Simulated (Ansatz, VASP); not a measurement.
## One calculation of SiC, two programs

```
Si C
1.0
     4.91008    0.00023    0.00035
    -2.45484    4.25227   -0.00038
     0.00030   -0.00029    6.00333
Si C
6 6
Cartesian
  3.0184 0.0001 2.0015
  3.0185 -0.0001 5.0032
  -1.5089 2.6138 1.0003
  -1.5088 2.6136 4.0020
  0.9459 1.6385 -0.0002
  0.9461 1.6383 3.0015
  1.8316 0.0001 0.5007
  1.8317 0.0000 3.5023
  3.9946 1.5863 2.5015
  3.9947 1.5861 5.5032
  1.5394 2.6661 1.5006
  1.5396 2.6660 4.5023
```

Change from the starting cell: cell x2, atoms moved at random (sigma 0.05 Å) and cell strained at random (1.5 %), then relaxed without symmetry.

Alike in both runs: functional PBE; k mesh 3 × 3 × 2; occupations gaussian, width 0.1 eV; no spin polarisation.

Ansatz relaxed the structure, and its values are those at the end. VASP's run is a single point on that final structure, the one shown.

|  | VASP | Ansatz |
| --- | --- | --- |
| version | VASP 6.6.1 | Ansatz 0.2.0 |
| potentials or method | VASP PAW PBE potentials, release 64 (Si, C) | scalar-relativistic, plane waves, PAW |
| plane-wave cutoff (eV) | 520 | 420 |
| valence electrons in the cell | 48 | 48 |

```tsv
	VASP	Ansatz	Ansatz less VASP
gap on the k mesh at the Fermi level (eV)	1.43	1.43	+0.004
least direct gap on the mesh (eV)	1.43	1.43	+0.004
pressure (GPa)	0.0	0.0	0.00
rms of the force components (eV/Å)	0.005	0.004	-0.0012
```

Caveats: the k mesh is coarse (spacing up to 0.52 Å⁻¹), so the values aren't converged.
